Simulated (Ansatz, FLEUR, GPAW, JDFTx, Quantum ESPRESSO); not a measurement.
# Equation of state of GaSb under PBEsol

Symmetry: F-43m, No. 216, cubic system. Conventional cell: a = 6.118 Å, b = 6.118 Å, c = 6.118 Å, α = 90.00°, β = 90.00°, γ = 90.00°. Sb (site symmetry -43m) has 4 Ga at 2.65 Å as nearest neighbours. Around Ga (site symmetry -43m) lie 4 Sb at 2.65 Å.

The cell was scaled at fixed shape and fractions and run with JDFTx, PseudoDojo-SR-PBEsol-0.4.1-standard with smoothed tails, cutoff 1088 eV; PBEsol, k mesh 8 × 8 × 8 on the cell of 2 atoms, fermi-dirac occupations of 0.05 eV, no spin polarisation, no spin-orbit coupling. Energies are those that the program minimises, any entropy of the smearing included. For a metal such a mesh isn't converged to the digits shown.

```tsv
V (Å³/atom)	energy over the lowest row (meV/atom)
26.9071	17.316
27.4796	7.145
28.0520	1.556
28.6245	0.000
29.1970	2.034
29.7695	?
30.3420	15.527
```

**Question.** Fit the third-order Birch-Murnaghan form, give V0, B0 and B′, and predict the energy left open.

**Answer.** With y = (V0/V)^(2/3), E = E0 + (9 V0 B0/16) [(y - 1)³ B′ + (y - 1)² (6 - 4y)]. Least squares through the rows shown give V0 = 28.5745 Å³/atom, E0 = -0.026 meV, B0 = 51.01 GPa (1 eV/Å³ = 160.218 GPa) and B′ = 4.63, with a largest miss of 0.016 meV. At V = 29.7695 the form with these constants gives 7.341 meV; the run gave 7.323 meV an atom. Other set-ups at this level, from all their volumes (Å³/atom, GPa): FLEUR, all-electron, FLAPW: V0 28.539, B0 50.99; GPAW, PAW data sets generated for this functional: V0 28.559, B0 51.99; Ansatz, all-electron LAPW, scalar-relativistic: V0 28.536, B0 51.01; Quantum ESPRESSO, GBRV 1.5 PBEsol: V0 28.559, B0 51.01.
